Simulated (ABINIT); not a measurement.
Runs of ABINIT 10.8.3 (patched build) on MoS2. Symmetry: P-3m1, No. 164, trigonal system. The conventional cell has a = 3.227 Å, b = 3.227 Å, c = 6.312 Å, α = 90.00°, β = 90.00°, γ = 120.00°. Mo (site symmetry -3m) is surrounded by 6 S at 2.42 Å. S (site symmetry 3m) is surrounded by 3 Mo at 2.42 Å. Measurements of this composition are mostly on another form, of space group No. 194.

| task | level | potentials or basis | k mesh | cutoff (eV) | fine-grid cutoff | mesh quality | gap on the mesh (eV) | pressure (GPa) | largest force (eV/Å) |
| --- | --- | --- | --- | --- | --- | --- | --- | --- | --- |
| band structure | LDA-PZ | JTH PAW LDA v2.0 | 9 × 9 × 4 | 544 | 1088.46 eV | not flagged | none | -5.9 | 0.13 |
| single point | r2SCAN | Ansatz NC r2SCAN | 9 × 9 × 4 | 1306 | - | not flagged | none | - | (b) |
| band structure | LDA | JTH PAW LDA v2.0 | 9 × 9 × 4 | 544 | 1088.46 eV | not flagged | none | (a) | 0.15 |
| single point | LDA | JTH PAW LDA v2.0 | 5 × 5 × 2 | 544 | 1088.46 eV | coarse | none | -5.9 | 0.29 |

Alike in all rows: no spin polarisation; cell as given; smearing fermi-dirac 0.05 eV.

Fill in the values left out.

(a) -6.0; (b) 0.08.

Caveats: some runs use coarse meshes.

A k mesh can miss the band edges, and the runs leave out spin-orbit coupling on Mo.

A gap of «none» marks a metal or a gap under the smearing width.

Not every run made on this cell is shown here.
